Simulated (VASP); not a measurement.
# LiH (Pm-3m) in VASP: notebook

The runs below take LiH through single point, with PBE0(alpha).

Everything below comes from runs of VASP 6.6.1. Logs are shortened: lines on timing, memory, paths and dates and some standing lists are left out, and cuts for length are marked.

### 1 Starting point

The structure is cubic, space group Pm-3m (No. 221). Conventional cell: a = 2.507 Å, b = 2.507 Å, c = 2.507 Å, α = 90.00°, β = 90.00°, γ = 90.00°. Li (site symmetry m-3m) has 8 H at 2.17 Å as nearest neighbours. Around H (site symmetry m-3m) lie 8 Li at 2.17 Å.

The cell was built by a generator and needn't be a form met in nature.

### 2 Single point, PBE0(alpha)

Contents of POSCAR:

```
LiH
1.0
    2.5069900000      0.0000000000      0.0000000000
    0.0000000000      2.5069900000      0.0000000000
    0.0000000000      0.0000000000      2.5069900000
Li H
1 1
Direct
    0.5000000000      0.5000000000      0.5000000000
    0.0000000000      0.0000000000      0.0000000000
```

Contents of INCAR.step1:

```
PREC = Accurate
ENCUT = 520
EDIFF = 1E-5
ISMEAR = -1
SIGMA = 0.05
LREAL = False
LASPH = True
NELM = 100
ALGO = Normal
ISIF = 2
LWAVE = True
GGA = PE
```

Contents of INCAR.step2:

```
PREC = Accurate
ENCUT = 520
EDIFF = 1E-6
ISMEAR = -1
SIGMA = 0.05
LREAL = False
LASPH = True
NELM = 100
ALGO = Normal
ISIF = 2
LWAVE = False
LCHARG = False
GGA = PE
LHFCALC = True
AEXX = 0.05
PRECFOCK = Fast
HFRCUT = -1
ISTART = 1
```

Contents of KPOINTS:

```
regular mesh
0
Gamma
  6 6 6
```

Potentials or basis: VASP PAW PBE potentials, release 64 (Li_sv, H).

Launch:

```
cat potpaw_PBE.64/Li_sv/POTCAR potpaw_PBE.64/H/POTCAR > POTCAR
cp INCAR.step1 INCAR
mpirun -np 1 vasp_std > vasp.out
cp INCAR.step2 INCAR
mpirun -np 1 vasp_std > vasp.out
```

OUTCAR:

```text
PREC = Accurate
   ENCUT = 520
   EDIFF = 1E-6
   ISMEAR = -1
   LREAL = False
   LASPH = True
   NELM = 100
   ISIF = 2
   GGA = PE
   LHFCALC = True
   AEXX = 0.05
   PRECFOCK = Fast
   ISTART = 1

 ion  position               nearest neighbor table
   1  0.500  0.500  0.500-
   2  0.000  0.000  0.000-

  LATTYP: Found a simple cubic cell.
 ALAT       =     2.5069900000

  Lattice vectors:

 A1 = (   2.5069900000,   0.0000000000,   0.0000000000)
 A2 = (   0.0000000000,   2.5069900000,   0.0000000000)
 A3 = (   0.0000000000,   0.0000000000,   2.5069900000)

Analysis of symmetry for initial positions (statically):
=====================================================================
 Subroutine PRICEL returns:
 Original cell was already a primitive cell.

 Routine SETGRP: Setting up the symmetry group for a
 simple cubic supercell.

 Subroutine GETGRP returns: Found 48 space group operations
 (whereof 48 operations were pure point group operations)
 out of a pool of 48 trial point group operations.

The static configuration has the point symmetry O_h .

Analysis of symmetry for dynamics (positions and initial velocities):
=====================================================================
 Subroutine PRICEL returns:
 Original cell was already a primitive cell.

 Routine SETGRP: Setting up the symmetry group for a
 simple cubic supercell.

 Subroutine GETGRP returns: Found 48 space group operations
 (whereof 48 operations were pure point group operations)
 out of a pool of 48 trial point group operations.

The dynamic configuration has the point symmetry O_h .

 Subroutine INISYM returns: Found 48 space group operations
 (whereof 48 operations are pure point group operations),
 and found     1 'primitive' translations

----------------------------------------------------------------------------------------

                                     Primitive cell

  volume of cell :      15.7564

  direct lattice vectors                    reciprocal lattice vectors
     2.506990000  0.000000000  0.000000000     0.398884718  0.000000000  0.000000000
     0.000000000  2.506990000  0.000000000     0.000000000  0.398884718  0.000000000
     0.000000000  0.000000000  2.506990000     0.000000000  0.000000000  0.398884718

  length of vectors
[... 83 lines left out ...]
   ISIF   =      2    stress and relaxation
   ISYM   =      3    0-nonsym 1-usesym 2-fastsym
   POTIM  = 0.5000    time-step for ionic-motion
   TEBEG  =    0.0;   TEEND  =   0.0 temperature during run
   PSTRESS=    0.0 pullay stress
   NELECT =       4.0000    total number of electrons
   NUPDOWN=      -1.0000    fix difference up-down
   EMIN   =  10.00;   EMAX   =-10.00  energy-range for DOS
   EFERMI =   0.00;   METHOD = LEGACY
   ISMEAR =    -1;   SIGMA  =   0.05  broadening in eV -4-tet -1-fermi 0-gaus
   EFERMI_NEDOS =   21; number of points for ismear=-14 and -15
   IALGO  =     38    algorithm
   IMIX   =      1    mixing-type and parameters
     AMIX     =   0.40;   BMIX     =  1.00
     AMIX_MAG =   1.60;   BMIX_MAG =  1.00
  volume/ion in A,a.u.               =       7.88        53.16
  Fermi-wavevector in a.u.,A,eV,Ry     =   1.036594  1.958880 14.619843  1.074528
  Thomas-Fermi vector in A             =   2.170993
   LORBIT       =      0    0 simple, 1 ext, 2 COOP (PROOUT), +10 PAW based schemes
   GGA     = PE    functional components
   LHFCALC =     T    Hartree Fock is set to
   PRECFOCK=fast      Normal, Fast or Accurate (Low or Medium for compatibility)
   ENCUT4O =  -1.0   cutoff for four orbital integrals eV
   NKREDX  =     1    reduce k-point grid by
   NKREDY  =     1    reduce k-point grid by
   NKREDZ  =     1    reduce k-point grid by
   AEXX    =    0.0500 exact exchange contribution
   HFSCREEN=    0.0000 screening length (either q_TF or 0.3 A-1)
   HFSCREENC=   0.0000 screening length for correlation (either q_TF or 0.3 A-1)
   ENCUTFOCK=  -1.0 apply spherical cutoff to Coloumb kernel
   IVDW    =     0    specifies the selected vdW correction
   LEPSILON=     F    determine dielectric tensor
   LRPA    =     F    only Hartree local field effects (RPA)
 non-spin polarized calculation
  energy-cutoff  :      520.00
  volume of cell :       15.76
 maximum number of plane-waves:       441
 NGX is ok and might be reduce to    20
  NGX = 12; NGY = 12; NGZ = 12

 number of electron       4.0000012 magnetization

 Free energy of the ion-electron system (eV)
  ---------------------------------------------------
  ext. energy  EPLUGINS =         0.00000000
  ---------------------------------------------------
  free energy    TOTEN  =        -5.84699201 eV

  energy without entropy =       -5.84699125  energy(sigma->0) =       -5.84699163

 E-fermi :   3.8451     XC(G=0):  -8.2725

 val. band max:        3.3685407452   @ k =   0.5000   0.5000   0.5000
 cond. band min:       4.3816061477   @ k =   0.5000   0.0000   0.0000
 fundamental gap:      1.0130654025
 Fermi energy:         3.8451333475

 k-point     1 :       0.0000    0.0000    0.0000
  band No.  band energies     occupation
      1     -45.4434      2.00000
      2      -5.6360      2.00000
      3      15.6782      0.00000
      4      15.6782      0.00000
      5      15.6782      0.00000
      6      16.3266      0.00000
[... 163 lines left out ...]
 k-point    20 :       0.5000    0.5000    0.5000
  band No.  band energies     occupation
      1     -45.3005      2.00000
      2       3.3685      1.99986
      3      10.1212      0.00000
      4      10.1212      0.00000
      5      10.1212      0.00000
      6      12.4571      0.00000

------------------------ aborting loop because EDIFF is reached ----------------------------------------

  FORCE on cell =-STRESS in cart. coord.  units (eV):
  Direction    XX          YY          ZZ          XY          YZ          ZX
  --------------------------------------------------------------------------------------
  -------------------------------------------------------------------------------------
  Total       -0.0132825     -0.0132825     -0.0132825      0.0000000      0.0000000     -0.0000000
  in kB       -1.3506228     -1.3506228     -1.3506228      0.0000000      0.0000000     -0.0000000
  external PRESSURE =      -1.3506228 kB  Pullay stress =       0.0000000 kB

 VOLUME and BASIS-vectors are now :
 -----------------------------------------------------------------------------
  energy-cutoff  :      520.00
  volume of cell :       15.76
      direct lattice vectors                 reciprocal lattice vectors
     2.506990000  0.000000000  0.000000000     0.398884718  0.000000000  0.000000000
     0.000000000  2.506990000  0.000000000     0.000000000  0.398884718  0.000000000
     0.000000000  0.000000000  2.506990000     0.000000000  0.000000000  0.398884718

 POSITION                                       TOTAL-FORCE (eV/Angst)
 -----------------------------------------------------------------------------------
      1.25350      1.25350      1.25350         0.000000      0.000000      0.000000
      0.00000      0.00000      0.00000         0.000000      0.000000      0.000000
 -----------------------------------------------------------------------------------
    total drift:                                0.000000      0.000000      0.000000

  FREE ENERGIE OF THE ION-ELECTRON SYSTEM (eV)
  ---------------------------------------------------
  free  energy   TOTEN  =        -5.8469920104 eV

  energy  without entropy=       -5.8469912516  energy(sigma->0) =       -5.84699163
```

It used 6.7 s of CPU time on 1 thread of Intel(R) Xeon(R) 6975P-C (Granite Rapids) (shared host), which was overloaded at the time.

Results:

```yaml
Free_energy: -5.8470 eV
Band_gap_on_the_k_mesh: 1.01 eV, indirect (least direct gap 4.55 eV)
```

Levels at points of the mesh, in eV from the valence-band top:
```
           k point  band 1  band 2  band 3  band 4  band 5  band 6
(0.00, 0.00, 0.00)  -48.81   -9.00   12.31   12.31   12.31   12.96
(0.50, 0.00, 0.00)  -48.76   -6.70    1.01   11.81   16.59   16.59
(0.50, 0.50, 0.00)  -48.71   -2.71    1.84    1.84    9.43   19.80
(0.50, 0.50, 0.50)  -48.67    0.00    6.75    6.75    6.75    9.09
```

Caveat: the cutoff is under 1.25 times the usual one of these potentials, so pressure, stress and relaxed cells hold a basis-set (Pulay) error; the PAW data sets were made with another functional, which shifts forces and pressure a little.

### 3 Single point, PBE0(alpha)

POSCAR is that of step 2.

INCAR.step1 is that of step 2.

Changes to INCAR.step2 since step 2:

```diff
@@ -14,3 +14,3 @@
 LHFCALC = True
-AEXX = 0.05
+AEXX = 0.1
 PRECFOCK = Fast
```

KPOINTS is that of step 2.

Potentials or basis: VASP PAW PBE potentials, release 64 (Li_sv, H).

Launch:

```
cat potpaw_PBE.64/Li_sv/POTCAR potpaw_PBE.64/H/POTCAR > POTCAR
cp INCAR.step1 INCAR
mpirun -np 1 vasp_std > vasp.out
cp INCAR.step2 INCAR
mpirun -np 1 vasp_std > vasp.out
```

OUTCAR:

```text
PREC = Accurate
   ENCUT = 520
   EDIFF = 1E-6
   ISMEAR = -1
   LREAL = False
   LASPH = True
   NELM = 100
   ISIF = 2
   GGA = PE
   LHFCALC = True
   AEXX = 0.1
   PRECFOCK = Fast
   ISTART = 1

 ion  position               nearest neighbor table
   1  0.500  0.500  0.500-
   2  0.000  0.000  0.000-

  LATTYP: Found a simple cubic cell.
 ALAT       =     2.5069900000

  Lattice vectors:

 A1 = (   2.5069900000,   0.0000000000,   0.0000000000)
 A2 = (   0.0000000000,   2.5069900000,   0.0000000000)
 A3 = (   0.0000000000,   0.0000000000,   2.5069900000)

Analysis of symmetry for initial positions (statically):
=====================================================================
 Subroutine PRICEL returns:
 Original cell was already a primitive cell.

 Routine SETGRP: Setting up the symmetry group for a
 simple cubic supercell.

[... 164 lines left out ...]
  ext. energy  EPLUGINS =         0.00000000
  ---------------------------------------------------
  free energy    TOTEN  =        -6.04435561 eV

  energy without entropy =       -6.04435556  energy(sigma->0) =       -6.04435559

 E-fermi :   3.8398     XC(G=0):  -7.9106

 val. band max:        3.2166506849   @ k =   0.5000   0.5000   0.5000
 cond. band min:       4.5225301547   @ k =   0.5000   0.0000   0.0000
 fundamental gap:      1.3058794698
 Fermi energy:         3.8397959405

 k-point     1 :       0.0000    0.0000    0.0000
  band No.  band energies     occupation
      1     -46.2681      2.00000
      2      -5.9914      2.00000
      3      15.9211      0.00000
      4      15.9211      0.00000
      5      15.9211      0.00000
      6      16.6399      0.00000
[... 163 lines left out ...]
 k-point    20 :       0.5000    0.5000    0.5000
  band No.  band energies     occupation
      1     -46.1245      2.00000
      2       3.2167      1.99999
      3      10.3312      0.00000
      4      10.3312      0.00000
      5      10.3312      0.00000
      6      12.6515      0.00000

------------------------ aborting loop because EDIFF is reached ----------------------------------------

  FORCE on cell =-STRESS in cart. coord.  units (eV):
  Direction    XX          YY          ZZ          XY          YZ          ZX
  --------------------------------------------------------------------------------------
  -------------------------------------------------------------------------------------
  Total       -0.0236686     -0.0236686     -0.0236686      0.0000000      0.0000000      0.0000000
  in kB       -2.4067175     -2.4067175     -2.4067175      0.0000000      0.0000000      0.0000000
  external PRESSURE =      -2.4067175 kB  Pullay stress =       0.0000000 kB

 VOLUME and BASIS-vectors are now :
 -----------------------------------------------------------------------------
  energy-cutoff  :      520.00
  volume of cell :       15.76
      direct lattice vectors                 reciprocal lattice vectors
     2.506990000  0.000000000  0.000000000     0.398884718  0.000000000  0.000000000
     0.000000000  2.506990000  0.000000000     0.000000000  0.398884718  0.000000000
     0.000000000  0.000000000  2.506990000     0.000000000  0.000000000  0.398884718

 POSITION                                       TOTAL-FORCE (eV/Angst)
 -----------------------------------------------------------------------------------
      1.25350      1.25350      1.25350         0.000000      0.000000      0.000000
      0.00000      0.00000      0.00000         0.000000      0.000000      0.000000
 -----------------------------------------------------------------------------------
    total drift:                               -0.000000     -0.000000     -0.000000

  FREE ENERGIE OF THE ION-ELECTRON SYSTEM (eV)
  ---------------------------------------------------
  free  energy   TOTEN  =        -6.0443556132 eV

  energy  without entropy=       -6.0443555622  energy(sigma->0) =       -6.04435559
```

OUTCAR.step1:

```text
PREC = Accurate
   ENCUT = 520
   EDIFF = 1E-5
   ISMEAR = -1
   LREAL = False
[... 396 lines left out ...]
      1.25350      1.25350      1.25350         0.000000      0.000000      0.000000
      0.00000      0.00000      0.00000         0.000000      0.000000      0.000000
 -----------------------------------------------------------------------------------
    total drift:                               -0.000000      0.000000      0.000000

  FREE ENERGIE OF THE ION-ELECTRON SYSTEM (eV)
  ---------------------------------------------------
  free  energy   TOTEN  =        -5.6506279001 eV

  energy  without entropy=       -5.6506174350  energy(sigma->0) =       -5.65062267
```

OSZICAR.step1:

```text
N       E                     dE             d eps       ncg     rms          rms(c)
DAV:   1    -0.612356241295E+00   -0.61236E+00   -0.19493E+03   246   0.599E+02
DAV:   2    -0.559261684915E+01   -0.49803E+01   -0.49803E+01   354   0.544E+01
DAV:   3    -0.591506316738E+01   -0.32245E+00   -0.32245E+00   306   0.141E+01
DAV:   4    -0.591997177734E+01   -0.49086E-02   -0.49086E-02   324   0.127E+00
DAV:   5    -0.591997772645E+01   -0.59491E-05   -0.59491E-05   300   0.670E-02    0.283E+00
DAV:   6    -0.572062400846E+01    0.19935E+00   -0.16468E-01   294   0.183E+00    0.142E+00
DAV:   7    -0.564939148230E+01    0.71233E-01   -0.22092E-01   276   0.233E+00    0.226E-01
DAV:   8    -0.565070674018E+01   -0.13153E-02   -0.54571E-03   294   0.739E-01    0.547E-02
DAV:   9    -0.565062834338E+01    0.78397E-04   -0.31397E-04   288   0.893E-02    0.101E-02
DAV:  10    -0.565062790011E+01    0.44327E-06   -0.98279E-06   234   0.333E-02
   1 F= -.56506279E+01 E0= -.56506227E+01  d E =-.104651E-04
```

It used 7.7 s of CPU time on 1 thread of Intel(R) Xeon(R) 6975P-C (Granite Rapids) (shared host), which was overloaded at the time.

What came out:

```
Free energy            : -6.0444 eV
Band gap on the k mesh : 1.31 eV, indirect (least direct gap 4.91 eV)
```

Levels at points of the mesh, in eV from the valence-band top:
| k point | band 1 | band 2 | band 3 | band 4 | band 5 |
| --- | --- | --- | --- | --- | --- |
| (0.00, 0.00, 0.00) | -49.48 | -9.21 | 12.70 | 12.70 | 12.70 |
| (0.50, 0.00, 0.00) | -49.43 | -6.83 | 1.31 | 12.25 | 17.00 |
| (0.50, 0.50, 0.00) | -49.38 | -2.77 | 2.15 | 2.15 | 9.80 |
| (0.50, 0.50, 0.50) | -49.34 | 0.00 | 7.11 | 7.11 | 7.11 |

Caveat: the cutoff is under 1.25 times the usual one of these potentials, so pressure, stress and relaxed cells hold a basis-set (Pulay) error; the PAW data sets were made with another functional, which shifts forces and pressure a little.

### 4 Single point, PBE0(alpha)

POSCAR is that of step 3.

INCAR.step1 is that of step 3.

Changes to INCAR.step2 since step 3:

```diff
@@ -14,3 +14,3 @@
 LHFCALC = True
-AEXX = 0.1
+AEXX = 0.15
 PRECFOCK = Fast
```

KPOINTS is that of step 3.

Launch:

```
cat potpaw_PBE.64/Li_sv/POTCAR potpaw_PBE.64/H/POTCAR > POTCAR
cp INCAR.step1 INCAR
mpirun -np 1 vasp_std > vasp.out
cp INCAR.step2 INCAR
mpirun -np 1 vasp_std > vasp.out
```

Run time: 14 s. Hardware: 1 thread of Intel Xeon 6975P-C (Granite Rapids), shared host; peak memory 0.11 GiB.

Results (log left out):

* Free energy: -6.2427 eV
* Band gap on the k mesh: 1.60 eV, indirect (least direct gap 5.28 eV)

Levels at points of the mesh, in eV from the valence-band top:
```
           k point  band 1  band 2  band 3  band 4  band 5  band 6
(0.00, 0.00, 0.00)  -50.16   -9.41   13.10   13.10   13.10   13.89
(0.50, 0.00, 0.00)  -50.10   -6.97    1.60   12.68   17.41   17.41
(0.50, 0.50, 0.00)  -50.05   -2.82    2.46    2.46   10.17   20.63
(0.50, 0.50, 0.50)  -50.01    0.00    7.48    7.48    7.48    9.78
```

Caveat: the cutoff is under 1.25 times the usual one of these potentials, so pressure, stress and relaxed cells hold a basis-set (Pulay) error; the PAW data sets were made with another functional, which shifts forces and pressure a little.

### 5 Single point, PBE0(alpha)

POSCAR is that of step 4.

INCAR.step1 is that of step 4.

Changes to INCAR.step2 since step 4:

```diff
@@ -14,3 +14,3 @@
 LHFCALC = True
-AEXX = 0.15
+AEXX = 0.2
 PRECFOCK = Fast
```

KPOINTS is that of step 4.

Launch:

```
cat potpaw_PBE.64/Li_sv/POTCAR potpaw_PBE.64/H/POTCAR > POTCAR
cp INCAR.step1 INCAR
mpirun -np 1 vasp_std > vasp.out
cp INCAR.step2 INCAR
mpirun -np 1 vasp_std > vasp.out
```

Wall time 14 s (1 thread of Intel Xeon 6975P-C (Granite Rapids), shared host); peak memory 0.11 GiB.

The run converged. Its results:

- Free energy: -6.4420 eV
- Band gap on the k mesh: 1.90 eV, indirect (least direct gap 5.64 eV)

Levels at points of the mesh, in eV from the valence-band top:
| k point | band 1 | band 2 | band 3 | band 4 | band 5 | band 6 |
| --- | --- | --- | --- | --- | --- | --- |
| (0.00, 0.00, 0.00) | -50.83 | -9.61 | 13.50 | 13.50 | 13.50 | 14.35 |
| (0.50, 0.00, 0.00) | -50.77 | -7.10 | 1.90 | 13.12 | 17.82 | 17.82 |
| (0.50, 0.50, 0.00) | -50.72 | -2.87 | 2.77 | 2.77 | 10.54 | 21.05 |
| (0.50, 0.50, 0.50) | -50.68 | 0.00 | 7.84 | 7.84 | 7.84 | 10.13 |

Caveat: the cutoff is under 1.25 times the usual one of these potentials, so pressure, stress and relaxed cells hold a basis-set (Pulay) error; the PAW data sets were made with another functional, which shifts forces and pressure a little.

### 6 For comparison

An earlier run on the cell as given: functional PBE; potentials or basis VASP PAW PBE potentials, release 64 (Li_sv, H); cutoff 520 eV; k mesh 11 × 11 × 11; occupations fermi-dirac, width 0.05 eV; no spin polarisation.

- Band gap on the k mesh: 1.16 eV, indirect (least direct gap 4.68 eV)

### 7 Overview

| level | k mesh | share of exact exchange | grid for exact exchange (PRECFOCK) | exchange at q = 0 | gap on the mesh (eV) |
| --- | --- | --- | --- | --- | --- |
| PBE0(alpha) | 6 × 6 × 6 | 0.05 | Fast | truncated | 1.01 |
| PBE0(alpha) | 6 × 6 × 6 | 0.1 | Fast | truncated | 1.31 |
| PBE0(alpha) | 6 × 6 × 6 | 0.15 | Fast | truncated | 1.60 |
| PBE0(alpha) | 6 × 6 × 6 | 0.2 | Fast | truncated | 1.90 |
| PBE | 11 × 11 × 11 | - | - | - | 1.16 |

Alike in all rows: task single point; potentials or basis VASP PAW PBE potentials, release 64 (Li_sv, H); no spin polarisation; cell as given; cutoff (eV) 520; smearing fermi-dirac 0.05 eV.

On the cell as given the gap runs from 1.01 eV (PBE0(alpha)) to 1.90 eV (PBE0(alpha)); the meshes differ, which moves gaps too.

Caveats: the cutoff is under 1.25 times the usual one of these potentials, so pressure, stress and relaxed cells hold a basis-set (Pulay) error; the PAW data sets were made with another functional, which shifts forces and pressure a little (some runs); an odd mesh through Γ misses points on the zone boundary, where band edges often lie (some runs).

Absolute energies hang on the potentials; compare differences alone.
